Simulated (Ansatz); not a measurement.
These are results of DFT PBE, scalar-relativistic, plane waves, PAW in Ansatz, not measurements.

Plane waves to 420 eV, a k mesh through Γ of 8×8×8 on the computed 3-atom cell and Gaussian smearing (0.02 eV); no spin polarisation.

```xyz
3
Lattice="-0.1188 2.8744 2.8744 2.8744 -0.1188 2.8744 2.8744 2.8744 -0.1188" Properties=species:S:1:pos:R:3 pbc="T T T"
Pb    0.0000    0.0000    0.0000
F     1.4477    1.4477    1.4477
F     4.1823    4.1823    4.1823
```

Problem. Is this geometry at equilibrium? Which atom feels the largest force?

Solution. It isn't. Atom 2 (F) feels (-0.03, -0.03, -0.03) eV/Å, 0.055 eV/Å in size, and symmetry-related atoms feel the same size.

Problem. Give all forces and the stress.

Solution.
```json
{"atom": "Pb1", "Fx": "0.000", "Fy": "0.000", "Fz": "0.000"}
{"atom": "F2", "Fx": "-0.032", "Fy": "-0.032", "Fz": "-0.032"}
{"atom": "F3", "Fx": "0.032", "Fy": "0.032", "Fz": "0.032"}
```
Stress (GPa, compression positive):
```
5.24 0.64 0.64
0.64 5.24 0.64
0.64 0.64 5.24
```

Spin–orbit coupling is left out, which can shift energies with elements as heavy as these.